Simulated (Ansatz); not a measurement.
Runs of Ansatz 0.2.0 on C. It takes space group Fd-3m (No. 227, cubic). Conventional cell: a = 3.567 Å, b = 3.567 Å, c = 3.567 Å, α = 90.00°, β = 90.00°, γ = 90.00°. Around C (site symmetry -43m) lie 4 C at 1.54 Å. This isn't the form of C at room conditions, which is graphite.

| task | level | points for each segment of the path | mesh quality | gap on the mesh (eV) | pressure (GPa) | V0 of scaled cells (Å³/atom) | B0 (GPa) |
| --- | --- | --- | --- | --- | --- | --- | --- |
| band structure | HSE06 | 4 | not flagged | 5.29 | (b) | - | - |
| equation of state | HSE06 | - | coarse | - | - | 5.57 | 470 |
| band structure | PBE0 | 4 | not flagged | 6.04 | (a) | - | - |
| equation of state | PBE0 | - | coarse | - | - | 5.57 | 471 |

Alike in all rows: potentials or basis Ansatz PAW; no spin polarisation; cell as given; k mesh 8 × 8 × 8; cutoff (eV) 420; smearing fermi-dirac 0.05 eV.

Fill in the values left out.

(a) -8.3; (b) -8.2.

Caveats: some runs use coarse meshes; the PAW data sets come from PBE, with cores solved anew for the run's functional, which leaves a small shift of forces and pressure (some runs); the thresholds are loose for stress (some runs); the PAW data sets were made with another functional, which shifts forces and pressure a little (some runs).

